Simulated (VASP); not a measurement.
Crystal: SnS2 (Berndtite-2T).

```xyz
3
Lattice="3.6671 0.0000 0.0000 -1.8335 3.1758 0.0000 0.0000 0.0000 5.8110" Properties=species:S:1:pos:R:3 pbc="T T T"
Sn    0.0000    0.0000    0.0000
S     0.0000    2.1172    1.4781
S     1.8335    1.0586    4.3330
```

Program: VASP 6.6.1. Alike in all runs: task band structure; cell as given; cutoff (eV) 520; smearing gaussian 0.03 eV. Hardware: 2 MPI ranks on Intel(R) Xeon(R) 6975P-C (Granite Rapids) (shared host).

Question: Order these runs on this cell by their wall time, lowest first.
A. level TB-mBJ; potentials or basis VASP PAW PBE potentials, release 64 (Sn_d, S); spin off; k mesh 9 × 9 × 5; further INCAR settings ALGO = Normal; EDIFF = 1e-06
B. level TB-mBJ; potentials or basis VASP PAW PBE potentials, release 64 (Sn_d, S); spin SOC, no magnetisation; k mesh 6 × 6 × 4; further INCAR settings ALGO = Normal; EDIFF = 1e-06
C. level LDA; potentials or basis VASP PAW LDA potentials, release 64 (Sn_d, S); spin off; k mesh 9 × 9 × 5; further INCAR settings ALGO = Fast; EDIFF = 1e-06

Answer: C (54 s), A (150 s), B (600 s).

Runs at the PBE level aren't shown here.
